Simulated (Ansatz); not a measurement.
InP: single point with PBE

**Experimental background.**

A printed reference work, data compilation reports, for a bulk crystal of InP at 1.6 K: band gap 1.4236 eV (direct).

InP:

```
CELL_PARAMETERS angstrom
0.00000 2.93050 2.93050
2.93050 0.00000 2.93050
2.93050 2.93050 0.00000
ATOMIC_POSITIONS crystal
In 0.00000 0.00000 0.00000
P 0.75000 0.75000 0.75000
```

```
Program             : Ansatz 0.2.0
Task                : single point
Functional          : PBE
Potentials or basis : all-electron LAPW, scalar-relativistic
Cutoff              : 245 eV (chosen from the basis error)
Basis error allowed : 0.001 eV/atom
k mesh              : 8 × 8 × 8
Occupations         : gaussian, width 0.028 eV
Spin                : no spin polarisation
```

- Pressure: 3.3 GPa
- Band gap on the k mesh: 0.71 eV, direct

Levels at points of the mesh, in eV from the valence-band top:
```csv
k point,band 13,band 14,band 15,band 16,band 17,band 18,band 19,band 20,band 21
"(0.00, 0.00, 0.00)",-14.04,-11.52,0.00,0.00,0.00,0.71,4.09,4.09,4.09
"(0.00, 0.00, -0.50)",-14.02,-9.79,-5.73,-0.97,-0.97,1.50,4.81,4.81,7.11
"(0.00, -0.50, -0.50)",-14.00,-9.14,-5.75,-2.32,-2.32,1.77,2.27,9.21,9.59
```

Run time: 9.4 s on 1 thread of Arm Neoverse V2 (shared host), peak memory 0.27 GiB.

Measured gap of InP: 1.4236 eV (direct; 1.6 K; a printed reference work, data compilation). This calculation gives 0.71 eV (-0.71 eV). Spin-orbit coupling on In is left out. The value is that of PBE, without temperature or zero-point motion. Semilocal functionals fall short of measured gaps as a rule.

Caveat: spin-orbit coupling is left out, which moves the levels of the heavy elements.
